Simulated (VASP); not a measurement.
Wanted: the native input for a VASP 6.6.1 run.

```yaml
Task: relaxation of cell and atoms
Functional: RPBE
Potentials_or_basis: VASP PAW PBE potentials, release 64 (In_d)
Cutoff: 600 eV
k_mesh: 18 × 18 × 18
Occupations: gaussian, width 0.1 eV
Spin: no spin polarisation
Further_INCAR_settings: ALGO = Fast; EDIFF = 1e-07; IBRION = 2; EDIFFG = -0.005; NSW = 90; ISIF = 3
```

The structure of In lies in POSCAR:

```
In
1.0
   -1.6947072700      1.6947072700      2.2973723900
    1.6947072700     -1.6947072700      2.2973723900
    1.6947072700      1.6947072700     -2.2973723900
In
1
Direct
    0.0000000000      0.0000000000      0.0000000000
```

The input as run:

INCAR

```
PREC = Accurate ; ENCUT = 600
EDIFF = 1E-7 ; ISMEAR = 0
SIGMA = 0.1 ; LREAL = False
LASPH = True ; NELM = 60
ALGO = Fast ; ISIF = 3
LWAVE = False ; LCHARG = False
GGA = RP ; IBRION = 2
NSW = 90 ; EDIFFG = -0.005
```

KPOINTS

```
Automatic mesh
0
Gamma
  18 18 18
```

Potentials or basis: VASP PAW PBE potentials, release 64 (In_d).

Run with:

```sh
$ cat potpaw_PBE.64/In_d/POTCAR > POTCAR
$ mpirun -np 1 vasp_std > vasp.out
```

Results of the run:

```json
{
 "Relaxed volume": "28.76 Å³/atom",
 "Relaxed cell": "a = 3.438 Å, b = 3.438 Å, c = 3.438 Å, α = 119.92°, β = 119.92°, γ = 90.13°",
 "Space group after relaxing (to 0.05 Å)": "Fm-3m (No. 225)",
 "Energy gained by relaxing": "23.5 meV/atom",
 "Ionic steps": "8",
 "Pressure after relaxing": "0.0 GPa",
 "Band gap on the k mesh": "none (metal or under the smearing width)"
}
```

Caveat: the PAW data sets were made with another functional, which shifts forces and pressure a little.

Run time: 9.4 min on 1 thread of Intel(R) Xeon(R) Platinum 8488C (Sapphire Rapids), with other jobs on the host, peak memory 0.31 GiB.
